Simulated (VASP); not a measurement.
**Pb: single point with PBE+D3(BJ)**

Pb:

```
CELL_PARAMETERS angstrom
3.52437 0.00000 0.00000
-1.76218 3.05219 0.00000
0.00000 0.00000 11.49524
ATOMIC_POSITIONS crystal
Pb 0.00000 0.00000 0.00000
Pb 0.33333 0.66667 0.25000
Pb 0.00000 0.00000 0.50000
Pb 0.66667 0.33333 0.75000
```

This isn't the form of Pb at room conditions, which is fcc.

```yaml
Program: VASP 6.6.1
Task: single point
Functional: PBE
Dispersion: D3(BJ)
Potentials_or_basis: VASP PAW PBE potentials, release 64 (Pb_d)
Cutoff: 520 eV
k_mesh: 6 × 6 × 2
Occupations: gaussian, width 0.1 eV
Spin: no spin polarisation
```

```json
{
  "Pressure": "-0.8 GPa",
  "Band gap on the k mesh": "none (metal or under the smearing width)",
  "Dispersion energy per atom": "-0.402 eV"
}
```

Stress tensor (GPa, compression positive):
```
 0.09  0.00  0.00
 0.00  0.09  0.00
 0.00  0.00 -2.60
```

Levels at points of the mesh, in eV from the Fermi level:
| k point | band 25 | band 26 | band 27 | band 28 | band 29 | band 30 | band 31 | band 32 |
| --- | --- | --- | --- | --- | --- | --- | --- | --- |
| (0.00, 0.00, 0.00) | -4.34 | 0.50 | 0.51 | 5.22 | 5.22 | 5.98 | 5.98 | 6.06 |
| (0.50, 0.00, 0.00) | -4.19 | -3.86 | -2.55 | -2.02 | -0.23 | 0.57 | 1.78 | 3.09 |
| (0.00, 0.00, 0.50) | -2.71 | -2.71 | 4.31 | 4.31 | 5.44 | 5.44 | 5.44 | 5.44 |
| (0.50, 0.00, 0.50) | -3.67 | -3.67 | -2.95 | -2.95 | 1.10 | 1.10 | 2.13 | 2.13 |

Run time: 55 s on 1 thread of AMD EPYC 7R43 64-Core Processor (Zen 3), on a shared host, peak memory 0.22 GiB.

Caveat: pairwise dispersion overbinds metals, which lowers pressure and volume. The run has no spin-orbit coupling, so splittings on Pb are missing.
